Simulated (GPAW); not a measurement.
**MnO in GPAW: the effect of functional**

Crystal: MnO.

```xyz
2
Lattice="2.9713 -1.7170 0.0000 2.9713 1.7170 0.0000 -1.9846 0.0000 2.8103" Properties=species:S:1:pos:R:3 pbc="T T T"
Mn    1.9788    0.0000    1.4070
O     3.9609    0.0000    0.7007
```

The cell comes from a database or a generator and needn't be the stable form of this composition.

Alike in all runs:

| Quantity | Value |
| --- | --- |
| Program | GPAW 26.7.0 |
| Task | band structure |
| Cutoff | 800 eV |
| Basis | pw |
| k mesh | 7 × 7 × 7 |
| Occupations | fermi-dirac, width 0.05 eV |
| Spin | collinear spin, ferromagnetic start |
| Starting moments | [4.0, 0.0] μB |

| functional | potentials or basis | pressure (GPa) | moment (μB) |
| --- | --- | --- | --- |
| PBEsol | PAW data sets generated in the run's folder for this functional | -6.9 | 4.99 |
| RPBE | the program's PAW data sets (release 1.2.1) made for this functional | 1.3 | 5.00 |
| LDA | the program's PAW data sets (release 1.2.1) made for this functional | ? | ? |

Problem. What does the run with functional LDA give?

Solution. Pressure -12.2 GPa; moment 4.94 μB.

Caveats: a cell with one magnetic atom can't hold antiferromagnetic order, which such compounds often take.

Runs at the PBE level aren't shown here.
